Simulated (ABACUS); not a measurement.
SnTe under changes of volume

One of the cells (31.281 Å³/atom); the others are scaled copies at fixed shape and fractional positions:

```
Te Sn
1.0
     0.00000    3.15085    3.15085
     3.15085    0.00000    3.15085
     3.15085    3.15085    0.00000
Te Sn
1 1
Direct
  0.50000 0.50000 0.50000
  0.00000 0.00000 0.00000
```

| Item | Value |
| --- | --- |
| Program | ABACUS 3.10.1 |
| Functional | PBE |
| Potentials or basis | PseudoDojo NC SR 0.4.1 PBE standard |
| Cutoff | 1129 eV |
| Density cutoff | 4517 eV |
| Basis | plane waves |
| k mesh | 7 × 7 × 7 |
| Occupations | fermi-dirac, width 0.05 eV |
| Spin | no spin polarisation |

```tsv
volume (Å³/atom)	energy over the lowest point (meV/atom)	pressure (GPa)
29.404	57.06	5.8
30.030	?	?
30.656	21.67	3.3
31.281	10.76	2.3
31.907	3.76	1.3
32.532	0.29	0.4
33.158	0.00	-0.3
```

**Question.** What does the run at 30.030 Å³/atom give?

**Answer.** Energy over the lowest point 36.94 meV/atom; pressure 4.5 GPa.

Worked out: A Birch-Murnaghan fit of order 3 (a polynomial in V^(-2/3)) to the other rows has its minimum at 32.90 Å³/atom with B0 = V·E''(V) = 40 GPa and B' = 4.4. It gives 36.94 meV/atom at 30.030 Å³/atom, against the run's 36.94, and -dE/dV = 4.5 GPa, against 4.5.

Energies are extrapolated to zero smearing.
